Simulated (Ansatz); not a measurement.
HfN: trigonal deformation path

Level of theory: Ansatz 0.2.0, DFT PBE, scalar-relativistic, plane waves, PAW. The runs took a 420 eV cutoff, a Γ-centred 20×20×20 mesh and Gaussian smearing (0.15 eV). Spin–orbit coupling is left out, which can shift energies with elements as heavy as these. No spin polarisation. Energies are free energies at this smearing, counted from the undisturbed cell; pressure is positive in compression.

Zero of the scan (as given, not relaxed at this level; it stands at 5.4 GPa):

```
CELL_PARAMETERS angstrom
0.00000 2.25900 2.25900
2.25900 0.00000 2.25900
2.25900 2.25900 0.00000
ATOMIC_POSITIONS crystal
Hf 0.00000 0.00000 0.00000
N 0.50000 0.50000 0.50000
```

At fixed volume and fractional coordinates, lengths along (0.577, 0.577, 0.577) are scaled against those across it; ρ is that ratio over its starting value. The cell is metallic on the mesh throughout. At ρ = 0.500 the cell becomes cubic (Pm-3m), and there the slope of the energy vanishes by symmetry.

ρ, ΔE (meV/atom) and a bar:
```
    0.500      985.5 #########
    0.600      931.5 ########
    0.710      613.0 #####
    0.850      160.8 #
    0.930       31.3
    1.000        0.0
    1.080       34.2
    1.200      213.7 ##
    1.410      889.1 ########
    1.700     2181.3 ###################
    2.000     3358.9 ##############################
```